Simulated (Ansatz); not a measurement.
# EuO (rocksalt start) from one functional to the next

**The experiment to reproduce.**

“Valence state of Sm in single crystalline EuO thin films”, 2017, arxiv:1701.09171 quotes, for a bulk crystal of EuO: lattice constant a 5.1435 Å.

How close the calculation comes is told at the end.

The compound was started in one structure type and brought to zero pressure at each level (plane-wave PAW code Ansatz, Gaussian smearing of 0.05 eV, scalar-relativistic unless SOC, spin–orbit coupling, is named).

The cell at PBEsol (neighbours within 15 % of each site's shortest distance, so a longer bond may be listed from one end only): Symmetry: Fm-3m, No. 225, cubic system. Conventional cell: a = 4.968 Å, b = 4.968 Å, c = 4.968 Å, α = 90.00°, β = 90.00°, γ = 90.00°. Eu (site symmetry m-3m) is surrounded by 6 O at 2.48 Å. O (site symmetry m-3m) has 6 Eu at 2.48 Å as nearest neighbours.

| level | cutoff (eV) | k-mesh | final group | a (Å) | V (Å³/atom) | gap (eV) | B0 (GPa) | E_f (eV/atom) | largest moment (μB) | moments |
| --- | --- | --- | --- | --- | --- | --- | --- | --- | --- | --- |
| PBEsol | 420 | 10×10×10 | Fm-3m | 4.968 | 15.33 | metal | 111 | -2.94 | 6.52 | parallel |

**Question.** Predict the results of PBE (420 eV, 12×12×12 mesh).

**Answer.** final group Fm-3m, a (Å) 5.062, V (Å³/atom) 16.22, gap (eV) metal, B0 (GPa) 96, E_f (eV/atom) -2.80, largest moment (μB) 6.58, moments parallel.

Volumes against PBE: PBEsol −5.5 %. PBEsol < PBE is the usual order of volumes: a stronger gradient correction lowers the energy of inhomogeneous, expanded densities and so lengthens the bonds (here 1.9 % in length from PBEsol to PBE, a third of the change in volume). Of these two, the larger cell is the softer: stretching the PBEsol crystal to the PBE volume along its own (Murnaghan) curve would take its modulus to B0 (V0/V)^B0′ = 111 × (15.33/16.22)^3.9 = 89 GPa, against 96 GPa found, so volume alone would soften it more than is found. The formation energy spans 0.14 eV/atom over the functionals (PBEsol lowest, PBE highest); the spread holds the functional's effect on the elements as well as on the compound.

Measured a = 5.1435 Å (quoted in “Valence state of Sm in single crystalline EuO thin films”, 2017, arxiv:1701.09171); the levels miss it by −3.4 % (PBEsol), −1.6 % (PBE). PBE comes closest. The calculated cells are static, while the measured one holds zero-point and thermal expansion, usually some tenths of a per cent in a lattice constant. The smallest miss in a, 1.6 %, is more than expansion (some tenths of a per cent) explains; without a U the f shell takes too large a part in the bonding, which shortens the cell.

The magnetic order is the one that the runs kept or chose among a few; it needn't be the lowest. Without a U the 4f levels of Eu lie too near the Fermi level, which narrows or closes gaps and makes cells with divalent Eu too short. Spin–orbit coupling is left out, which matters for the heaviest elements here. The PAW datasets are PBE ones. E_f is the formation energy from the elements run alike, at 0 K, without zero-point energy or any correction for the binding of gas molecules; it is good to about 0.01 eV/atom as a calculation, less where an element has an open f shell.

All runs used the PAW datasets of the set soft_2.
